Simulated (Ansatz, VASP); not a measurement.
# SnO2: VASP beside Ansatz

```xyz
3
Lattice="0.0000 2.5717 2.5717 2.5717 0.0000 2.5717 2.5717 2.5717 0.0000" Properties=species:S:1:pos:R:3 pbc="T T T"
Sn    0.0000    0.0000    0.0000
O     1.2859    1.2859    1.2859
O     3.8576    3.8576    3.8576
```

Alike in both runs: task electric field gradients; functional PBE; k mesh 11 × 11 × 11; occupations fermi-dirac, width 0.05 eV; no spin polarisation.

|  | VASP | Ansatz |
| --- | --- | --- |
| version | VASP 6.6.1 | Ansatz 0.2.0 |
| potentials or method | VASP PAW PBE potentials, release 64 (Sn_d, O) | PAW with Ansatz's default frozen-core files, scalar-relativistic |
| plane-wave cutoff (eV) | 520 | 420 |
| valence electrons in the cell | 26 | 26 |

VASP gave:

- pressure (GPa): 0.5
- Vzz of the field gradient on the site that differs most (V/Å²): 0.0

Question: Which values does Ansatz return?

Answer: Pressure (GPa): 0.0; Vzz of the field gradient on the site that differs most (V/Å²): 0.0.

With one functional, cell and mesh, what is left measures potentials, basis and numerics. Ansatz warned: «gradients_without_spin_orbit».
